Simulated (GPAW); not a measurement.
Wanted: an ASE script for a GPAW 26.7.0 run.

```
Task                : relaxation of cell and atoms
Functional          : RPBE
Dispersion          : D4
Potentials or basis : the program's PAW data sets (release 1.2.1) made for this functional
Cutoff              : 600 eV
Basis               : pw
k mesh              : 8 × 8 × 5
Occupations         : fermi-dirac, width 0.05 eV
Spin                : no spin polarisation
Maxiter             : 150
Optimizer           : BFGS
Fmax                : 0.02 eV/Å
Max steps           : 40
```

The structure of Ru lies in Ru.xyz:

```xyz
2
Lattice="2.7058000000 0.0000000000 0.0000000000 -1.3529000000 2.3432915376 0.0000000000 0.0000000000 0.0000000000 4.2819000000" Properties=species:S:1:pos:R:3 pbc="T T T"
Ru     1.3529000001      0.7810971791      3.2114250000
Ru    -0.0000000001      1.5621943585      1.0704750000
```

The input as run:

run.py

```python
from ase.calculators.mixing import SumCalculator
from ase.filters import FrechetCellFilter
from ase.io import read, write
from ase.optimize import BFGS
from dftd4.ase import DFTD4
from gpaw import GPAW, PW

atoms = read('Ru.xyz')

calc = GPAW(mode=PW(600),
            xc='RPBE',
            kpts={'size': (8, 8, 5), 'gamma': True},
            occupations={'name': 'fermi-dirac', 'width': 0.05},
            nbands=29,
            convergence={'density': 1e-05, 'energy': 1e-05},
            maxiter=150,
            txt='gpaw.txt')
atoms.calc = SumCalculator([calc, DFTD4(method='rpbe')])
opt = BFGS(FrechetCellFilter(atoms), trajectory='relax.traj', logfile='-')
done = opt.run(fmax=0.02, steps=40)
calc.write('gs.gpw')
write('result.traj', atoms)
print('Converged:', done)
print('Cell:', atoms.cell.cellpar().round(4))
print('Volume:', round(atoms.get_volume(), 4))
print(atoms.get_scaled_positions().round(5))
```

Potentials or basis: the program's PAW data sets (release 1.2.1) made for this functional, pw.

Run with:

```console
$ OMP_NUM_THREADS=1 python run.py
```

Results of the run:

* Relaxed volume: 13.44 Å³/atom
* Relaxed cell: a = 2.698 Å, b = 2.698 Å, c = 4.266 Å, α = 90.00°, β = 90.00°, γ = 120.00°
* Space group after relaxing (to 0.05 Å): P6_3/mmc (No. 194)
* Energy gained by relaxing: 1.0 meV/atom
* Ionic steps: 3
* Pressure after relaxing: 0.0 GPa
* Band gap on the k mesh: none (metal or under the smearing width)
* Dispersion energy per atom: -1.003 eV

Caveat: later steps reuse the first step's grids; pairwise dispersion overbinds metals, which lowers pressure and volume.

Wall time 45 s on 1 thread of Arm Neoverse V1 (shared host), peak memory 0.17 GiB.
